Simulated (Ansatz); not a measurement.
## An added Si started as a split pair with a Si atom in diamond Si, 65 atoms, charge 0

All numbers come from Ansatz (PAW, plane waves, no spin–orbit coupling) at the single k point (¼, ¼, ¼) without its symmetry partners. The atoms were relaxed with PBEsol in a fixed cell; other functionals are single points on those atoms unless said otherwise. The valence top and gap of the host come from its small cell on a dense mesh, with the band extrema sought between the mesh points, lined up by the mean potential, PBEsol gap 0.46 eV, HSE06 gap 1.13 eV.

Cell: a = 10.866 Å, b = 10.866 Å, c = 10.866 Å, α = 90.00°, β = 90.00°, γ = 90.00°.

Nearest atoms after relaxation, from the placed atom (for vacancies from the middle of the vacant sites): Si at 2.35 Å, Si at 2.45 Å, Si at 2.45 Å, Si at 2.45 Å, Si at 2.78 Å, Si at 2.78 Å, Si at 2.91 Å, Si at 3.30 Å.

Chemical potentials μ are those of reference phases of the elements at zero temperature by the same functional (the usual solids, diamond for C, grey Sn, and the molecules H2, N2, O2, F2, Cl2, Br2 and S8).

```
functional  E(defect) − E(host) − Σ nμ + q·E_VBM (eV)  monopole (eV)  alignment (eV)  formation energy at E_F = VBM (eV)  moment (μB)            wall time, shared host
    PBEsol                                       3.30           0.00            0.00                                3.30  0 (no spin)  19 s on NVIDIA H100 (relaxation)
```

(1) Estimate the formation energy and moment that HSE06 gives on these atoms.

HSE06 one-electron levels near the gap (the ten most localised at most), from the host's valence top:

```tsv
level (eV)	spin	filling	atoms sharing it	element of the atom with most weight
-0.10	both	2.00	20.9	spread
0.06	both	2.00	19.8	spread
1.20	both	0.00	38.3	spread
1.40	both	0.00	43.9	spread
```

One k point and a cell of this size can leave errors of several tenths of an eV in such numbers.

Answers

(1) 4.33 eV at E_F = VBM, moment 0 (no spin).
